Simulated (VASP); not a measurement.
# InAs (F-43m) in VASP: further runs

InAs is run at these levels: PBE; tasks: single point.

All numbers are computed with VASP 6.6.1; they aren't measurements. Logs are shortened: lines on timing, memory, paths and dates and some standing lists are left out, and cuts for length are marked.

**Experimental background.**

From a printed reference work, data compilation, for a bulk crystal of InAs at 4.2 K: band gap 0.418 eV (direct).

The results are compared with them further down.

**1. The cell of the first run**

Symmetry: F-43m, No. 216, cubic system. Conventional cell: a = 6.096 Å, b = 6.096 Å, c = 6.096 Å, α = 90.00°, β = 90.00°, γ = 90.00°. Within 3.5 Å of In (site symmetry -43m) lie 4 As at 2.64 Å. Within 3.5 Å of As (site symmetry -43m) lie 4 In at 2.64 Å.

**2. Single point, PBE**

Input file INCAR:

```
PREC = Accurate ; ENCUT = 520
EDIFF = 1E-6 ; ISMEAR = 0
SIGMA = 0.05 ; LREAL = F
LASPH = T ; NELM = 60
ALGO = Normal ; ISIF = 2
LWAVE = F ; LCHARG = F
GGA = PE ; NBANDS = 16
```

Input file KPOINTS:

```
regular mesh
0
Gamma
  6 6 6
```

Input file POSCAR:

```
InAs
1.0
    0.0000000000      3.0478022062      3.0478022062
    3.0478022062      0.0000000000      3.0478022062
    3.0478022062      3.0478022062      0.0000000000
In As
1 1
Direct
    0.0000000000      0.0000000000      0.0000000000
    0.7500000000      0.7500000000      0.7500000000
```

Potentials or basis: VASP PAW PBE potentials, release 64 (In_d, As).

Run with:

```bash
cat potpaw_PBE.64/In_d/POTCAR potpaw_PBE.64/As/POTCAR > POTCAR
mpirun -np 1 vasp_std > vasp.out
```

OUTCAR:

```text
PREC = Accurate
   ENCUT = 520
   EDIFF = 1E-6
   ISMEAR = 0
   LREAL = F
   LASPH = T
   NELM = 60
   ISIF = 2
   GGA = PE

 ion  position               nearest neighbor table
   1  0.000  0.000  0.000-   2 2.64   2 2.64   2 2.64   2 2.64
   2  0.750  0.750  0.750-   1 2.64   1 2.64   1 2.64   1 2.64

  LATTYP: Found a face centered cubic cell.
 ALAT       =     6.0956044124

  Lattice vectors:

 A1 = (   0.0000000000,   3.0478022062,   3.0478022062)
 A2 = (   3.0478022062,   0.0000000000,   3.0478022062)
 A3 = (   3.0478022062,   3.0478022062,   0.0000000000)

Analysis of symmetry for initial positions (statically):
=====================================================================
 Subroutine PRICEL returns:
 Original cell was already a primitive cell.

 Routine SETGRP: Setting up the symmetry group for a
 face centered cubic supercell.

 Subroutine GETGRP returns: Found 24 space group operations
 (whereof 24 operations were pure point group operations)
 out of a pool of 48 trial point group operations.

The static configuration has the point symmetry T_d .

Analysis of symmetry for dynamics (positions and initial velocities):
=====================================================================
 Subroutine PRICEL returns:
 Original cell was already a primitive cell.

 Routine SETGRP: Setting up the symmetry group for a
 face centered cubic supercell.

 Subroutine GETGRP returns: Found 24 space group operations
 (whereof 24 operations were pure point group operations)
 out of a pool of 48 trial point group operations.

The dynamic configuration has the point symmetry T_d .

 Subroutine INISYM returns: Found 24 space group operations
 (whereof 24 operations are pure point group operations),
 and found     1 'primitive' translations

----------------------------------------------------------------------------------------

                                     Primitive cell

  volume of cell :      56.6227

  direct lattice vectors                    reciprocal lattice vectors
     0.000000000  3.047802206  3.047802206    -0.164052641  0.164052641  0.164052641
     3.047802206  0.000000000  3.047802206     0.164052641 -0.164052641  0.164052641
     3.047802206  3.047802206  0.000000000     0.164052641  0.164052641 -0.164052641

  length of vectors
     4.310243215  4.310243215  4.310243215     0.284147509  0.284147509  0.284147509

  position of ions in fractional coordinates (direct lattice)
     0.000000000  0.000000000  0.000000000
     0.750000000  0.750000000  0.750000000

  ion indices of the primitive-cell ions
   primitive index   ion index
                 1           1
                 2           2

----------------------------------------------------------------------------------------

 KPOINTS: regular mesh

Automatic generation of k-mesh.
 Grid dimensions read from file:
 generate k-points for:    6    6    6

 Generating k-lattice:

  Cartesian coordinates                     Fractional coordinates (reciprocal lattice)
    -0.027342107  0.027342107  0.027342107     0.166666667  0.000000000  0.000000000
     0.027342107 -0.027342107  0.027342107     0.000000000  0.166666667  0.000000000
     0.027342107  0.027342107 -0.027342107     0.000000000  0.000000000  0.166666667

  Length of vectors
     0.047357918  0.047357918  0.047357918

  Shift w.r.t. Gamma in fractional coordinates (k-lattice)
     0.000000000  0.000000000  0.000000000

 Subroutine IBZKPT returns following result:
 ===========================================

 Found     16 irreducible k-points:

 Following reciprocal coordinates:
            Coordinates               Weight
  0.000000  0.000000  0.000000      1.000000
  0.166667  0.000000  0.000000      8.000000
  0.333333  0.000000  0.000000      8.000000
  0.500000  0.000000  0.000000      4.000000
  0.166667  0.166667  0.000000      6.000000
  0.333333  0.166667  0.000000     24.000000
[... 8 lines left out ...]
 -0.333333  0.333333  0.166667     24.000000
 -0.333333  0.500000  0.166667     12.000000
   k-points           NKPTS =     16   k-points in BZ     NKDIM =     16   number of bands    NBANDS=     16
   number of dos      NEDOS =    301   number of ions     NIONS =      2
   total plane-waves  NPLWV =  32768
   dimension x,y,z NGX =    32 NGY =   32 NGZ =   32
   dimension x,y,z NGXF=    64 NGYF=   64 NGZF=   64
   ions per type =               1   1
   NGX,Y,Z   is equivalent  to a cutoff of  12.34, 12.34, 12.34 a.u.
   NGXF,Y,Z  is equivalent  to a cutoff of  24.68, 24.68, 24.68 a.u.
 SYSTEM =  unknown system
   PREC   = accura    normal or accurate (medium, high low for compatibility)
   ISTART =      0    job   : 0-new  1-cont  2-samecut
   ICHARG =      2    charge: 1-file 2-atom 10-const
   ISPIN  =      1    spin polarized calculation?
   LNONCOLLINEAR =      F non collinear calculations
   LSORBIT =      F    spin-orbit coupling
   LASPH  =      T    aspherical Exc in radial PAW
   ENCUT  =  520.0 eV  38.22 Ry    6.18 a.u.   8.01  8.01  8.01*2*pi/ulx,y,z
   NELM   =     60;   NELMIN=  2; NELMDL= -5     # of ELM steps
   EDIFF  = 0.1E-05   stopping-criterion for ELM
   LREAL  =      F    real-space projection
   EDIFFG = 0.1E-04   stopping-criterion for IOM
   NSW    =      0    number of steps for IOM
   IBRION =     -1    ionic relax: 0-MD 1-quasi-New 2-CG
   NFREE  =      0    steps in history (QN), initial steepest desc. (CG)
   ISIF   =      2    stress and relaxation
   ISYM   =      2    0-nonsym 1-usesym 2-fastsym
   POTIM  = 0.5000    time-step for ionic-motion
   TEBEG  =    0.0;   TEEND  =   0.0 temperature during run
   PSTRESS=    0.0 pullay stress
   NELECT =      18.0000    total number of electrons
   NUPDOWN=      -1.0000    fix difference up-down
   EMIN   =  10.00;   EMAX   =-10.00  energy-range for DOS
   EFERMI =   0.00;   METHOD = LEGACY
   ISMEAR =     0;   SIGMA  =   0.05  broadening in eV -4-tet -1-fermi 0-gaus
   EFERMI_NEDOS =   21; number of points for ismear=-14 and -15
   IALGO  =     38    algorithm
   IMIX   =      4    mixing-type and parameters
     AMIX     =   0.40;   BMIX     =  1.00
     AMIX_MAG =   1.60;   BMIX_MAG =  1.00
  volume/ion in A,a.u.               =      28.31       191.05
  Fermi-wavevector in a.u.,A,eV,Ry     =   1.117298  2.111386 16.984888  1.248354
  Thomas-Fermi vector in A             =   2.253919
   LORBIT       =      0    0 simple, 1 ext, 2 COOP (PROOUT), +10 PAW based schemes
   GGA     = PE    functional components
   LHFCALC =     F    Hartree Fock is set to
   AEXX    =    0.0000 exact exchange contribution
   IVDW    =     0    specifies the selected vdW correction
   LEPSILON=     F    determine dielectric tensor
   LRPA    =     F    only Hartree local field effects (RPA)
 non-spin polarized calculation
 Gauss-broadening in eV      SIGMA  =   0.05
  energy-cutoff  :      520.00
  volume of cell :       56.62
 maximum number of plane-waves:      1544
   NGX = 17   NGY = 17   NGZ = 17

 number of electron      17.9999993 magnetization

 Free energy of the ion-electron system (eV)
  ---------------------------------------------------
  ext. energy  EPLUGINS =         0.00000000
  ---------------------------------------------------
  free energy    TOTEN  =        -7.68170747 eV

  energy without entropy =       -7.68135039  energy(sigma->0) =       -7.68152893

 E-fermi :   4.2894     XC(G=0):  -8.9851

 val. band max:        4.2741445377   @ k =   0.0000   0.0000   0.0000
 cond. band min:       5.1762424611   @ k =   0.5000   0.0000   0.0000
 fundamental gap:      0.9020979234
 Fermi energy:         4.2893728992

 k-point     1 :       0.0000    0.0000    0.0000
  band No.  band energies     occupation
      1     -10.0769      2.00000
      2     -10.0769      2.00000
      3     -10.0769      2.00000
      4      -9.9611      2.00000
      5      -9.9611      2.00000
      6      -7.4343      2.00000
[... 8 lines left out ...]
     15      13.8894      0.00000
     16      13.8894      0.00000

 k-point     2 :       0.1667    0.0000    0.0000
  band No.  band energies     occupation
      1     -10.1070      2.00000
      2     -10.0680      2.00000
      3     -10.0680      2.00000
      4      -9.9611      2.00000
      5      -9.9611      2.00000
      6      -7.1643      2.00000
[... 8 lines left out ...]
     15      12.8379      0.00000
     16      12.8379      0.00000

 k-point     3 :       0.3333    0.0000    0.0000
  band No.  band energies     occupation
      1     -10.1624      2.00000
      2     -10.0532      2.00000
      3     -10.0532      2.00000
      4      -9.9576      2.00000
      5      -9.9576      2.00000
      6      -6.4950      2.00000
[... 8 lines left out ...]
     15      13.2977      0.00000
     16      13.2977      0.00000

 k-point     4 :       0.5000    0.0000    0.0000
  band No.  band energies     occupation
      1     -10.1881      2.00000
      2     -10.0479      2.00000
      3     -10.0479      2.00000
      4      -9.9536      2.00000
      5      -9.9536      2.00000
      6      -6.0374      2.00000
[... 8 lines left out ...]
     15      14.9346      0.00000
     16      14.9346      0.00000

 k-point     5 :       0.1667    0.1667    0.0000
  band No.  band energies     occupation
      1     -10.1255      2.00000
      2     -10.0588      2.00000
      3     -10.0588      2.00000
      4      -9.9684      2.00000
      5      -9.9559      2.00000
      6      -7.0751      2.00000
[... 8 lines left out ...]
     15      13.5993      0.00000
     16      14.1857      0.00000

 k-point     6 :       0.3333    0.1667    0.0000
  band No.  band energies     occupation
      1     -10.1696      2.00000
      2     -10.0458      2.00000
      3     -10.0422      2.00000
      4      -9.9719      2.00000
      5      -9.9515      2.00000
      6      -6.5311      2.00000
[... 8 lines left out ...]
     15      14.2716      0.00000
     16      14.3383      0.00000

 k-point     7 :       0.5000    0.1667    0.0000
  band No.  band energies     occupation
      1     -10.1968      2.00000
      2     -10.0416      2.00000
      3     -10.0354      2.00000
      4      -9.9648      2.00000
      5      -9.9516      2.00000
      6      -5.9346      2.00000
[... 8 lines left out ...]
     15      14.5984      0.00000
     16      15.0421      0.00000

 k-point     8 :      -0.3333    0.1667    0.0000
  band No.  band energies     occupation
      1     -10.1863      2.00000
      2     -10.0437      2.00000
      3     -10.0413      2.00000
      4      -9.9603      2.00000
      5      -9.9574      2.00000
      6      -6.0958      2.00000
[... 8 lines left out ...]
     15      13.5903      0.00000
     16      14.8948      0.00000

 k-point     9 :      -0.1667    0.1667    0.0000
  band No.  band energies     occupation
      1     -10.1453      2.00000
      2     -10.0576      2.00000
      3     -10.0526      2.00000
      4      -9.9649      2.00000
      5      -9.9570      2.00000
      6      -6.7554      2.00000
[... 8 lines left out ...]
     15      13.3600      0.00000
     16      14.2476      0.00000

 k-point    10 :       0.3333    0.3333    0.0000
  band No.  band energies     occupation
      1     -10.2075      2.00000
      2     -10.0215      2.00000
      3     -10.0215      2.00000
      4      -9.9860      2.00000
      5      -9.9454      2.00000
      6      -6.1744      2.00000
[... 8 lines left out ...]
     15      15.0060      0.00000
     16      16.4642      0.00000

 k-point    11 :       0.5000    0.3333    0.0000
  band No.  band energies     occupation
      1     -10.2257      2.00000
      2     -10.0184      2.00000
      3     -10.0123      2.00000
      4      -9.9849      2.00000
      5      -9.9452      2.00000
      6      -5.6816      2.00000
[... 8 lines left out ...]
     15      15.4135      0.00000
     16      16.0196      0.00000

 k-point    12 :      -0.3333    0.3333    0.0000
  band No.  band energies     occupation
      1     -10.2127      2.00000
      2     -10.0315      2.00000
      3     -10.0203      2.00000
      4      -9.9712      2.00000
      5      -9.9546      2.00000
      6      -5.6387      2.00000
[... 8 lines left out ...]
     15      13.4351      0.00000
     16      16.8721      0.00000

 k-point    13 :       0.5000    0.5000    0.0000
  band No.  band energies     occupation
      1     -10.2434      2.00000
      2     -10.0023      2.00000
      3     -10.0023      2.00000
      4      -9.9957      2.00000
      5      -9.9401      2.00000
      6      -5.5208      2.00000
[... 8 lines left out ...]
     15      15.7049      0.00000
     16      16.3814      0.00000

 k-point    14 :       0.5000    0.3333    0.1667
  band No.  band energies     occupation
      1     -10.2008      2.00000
      2     -10.0364      2.00000
      3     -10.0250      2.00000
      4      -9.9746      2.00000
      5      -9.9506      2.00000
      6      -5.9882      2.00000
[... 8 lines left out ...]
     15      14.7716      0.00000
     16      16.0996      0.00000

 k-point    15 :      -0.3333    0.3333    0.1667
  band No.  band energies     occupation
      1     -10.2122      2.00000
      2     -10.0359      2.00000
      3     -10.0174      2.00000
      4      -9.9709      2.00000
      5      -9.9540      2.00000
      6      -5.6383      2.00000
[... 8 lines left out ...]
     15      15.0205      0.00000
     16      15.9110      0.00000

 k-point    16 :      -0.3333    0.5000    0.1667
  band No.  band energies     occupation
      1     -10.2275      2.00000
      2     -10.0236      2.00000
      3     -10.0076      2.00000
      4      -9.9810      2.00000
      5      -9.9486      2.00000
      6      -5.4865      2.00000
[... 8 lines left out ...]
     15      15.7715      0.00000
     16      16.0110      0.00000

------------------------ aborting loop because EDIFF is reached ----------------------------------------

  FORCE on cell =-STRESS in cart. coord.  units (eV):
  Direction    XX          YY          ZZ          XY          YZ          ZX
  --------------------------------------------------------------------------------------
  -------------------------------------------------------------------------------------
  Total        0.8933837      0.8933837      0.8933837      0.0000000     -0.0000000     -0.0000000
  in kB       25.2789066     25.2789066     25.2789066      0.0000000     -0.0000000     -0.0000000
  external PRESSURE =      25.2789066 kB  Pullay stress =       0.0000000 kB

 VOLUME and BASIS-vectors are now :
 -----------------------------------------------------------------------------
  energy-cutoff  :      520.00
  volume of cell :       56.62
      direct lattice vectors                 reciprocal lattice vectors
     0.000000000  3.047802206  3.047802206    -0.164052641  0.164052641  0.164052641
     3.047802206  0.000000000  3.047802206     0.164052641 -0.164052641  0.164052641
     3.047802206  3.047802206  0.000000000     0.164052641  0.164052641 -0.164052641

 POSITION                                       TOTAL-FORCE (eV/Angst)
 -----------------------------------------------------------------------------------
      0.00000      0.00000      0.00000         0.000000     -0.000000     -0.000000
      4.57170      4.57170      4.57170         0.000000      0.000000      0.000000
 -----------------------------------------------------------------------------------
    total drift:                                0.000000      0.000000      0.000000

  FREE ENERGIE OF THE ION-ELECTRON SYSTEM (eV)
  ---------------------------------------------------
  free  energy   TOTEN  =        -7.6817074750 eV

  energy  without entropy=       -7.6813503863  energy(sigma->0) =       -7.68152893
```

Wall time 16 s (1 thread of Intel Xeon 8259CL, shared host); peak memory 0.18 GiB.

Results:

* Free energy: -7.6817 eV
* Pressure: 2.5 GPa
* Band gap on the k mesh: zero (filled and empty bands touch)

Caveat: semilocal functionals underestimate gaps, so a narrow gap can read as zero; spin-orbit coupling is left out, which moves the levels of the heavy elements.

**3. Single point, PBE (28.78 Å³/atom)**

This run uses another cell than the first one, of 28.78 Å³/atom.

Input file INCAR:

```
PREC = Accurate
ENCUT = 520
EDIFF = 1E-6
ISMEAR = 0
SIGMA = 0.05
LREAL = F
LASPH = T
NELM = 100
ALGO = Normal
ISIF = 2
LWAVE = F
LCHARG = T
GGA = PE
LELF = T
LVHAR = T
NBANDS = 16
```

Input file KPOINTS:

```
Automatic mesh
0
Gamma
  6 6 6
```

Input file POSCAR:

```
InAs
1.0
    0.0000000000      3.0644348097      3.0644348097
    3.0644348097      0.0000000000      3.0644348097
    3.0644348097      3.0644348097      0.0000000000
In As
1 1
Direct
    0.0000000000      0.0000000000      0.0000000000
    0.7500000000      0.7500000000      0.7500000000
```

Potentials or basis: VASP PAW PBE potentials, release 64 (In_d, As).

Run with:

```bash
cat potpaw_PBE.64/In_d/POTCAR potpaw_PBE.64/As/POTCAR > POTCAR
mpirun -np 1 vasp_std > vasp.out
```

Wall time 19 s (1 thread of Intel Xeon 8259CL, shared host); peak memory 0.18 GiB.

The run converged. Its results:

| Item | Value |
| --- | --- |
| Free energy | -7.6938 eV |
| Pressure | 1.6 GPa |
| Band gap on the k mesh | zero (filled and empty bands touch) |

Levels at points of the mesh, in eV from the Fermi level:
```
           k point  band 6  band 7  band 8  band 9  band 10  band 11  band 12  band 13
(0.00, 0.00, 0.00)  -11.62   -0.42   -0.02   -0.02    -0.02     3.87     3.87     3.87
(0.50, 0.00, 0.00)  -10.27   -5.58   -0.95   -0.95     0.85     4.63     4.63     6.78
(0.50, 0.50, 0.00)   -9.78   -5.69   -2.21   -2.21     1.59     2.03     8.91     8.97
```

Caveat: semilocal functionals underestimate gaps, so a narrow gap can read as zero; spin-orbit coupling is left out, which moves the levels of the heavy elements.

(Part 1 of 2 ends here.)
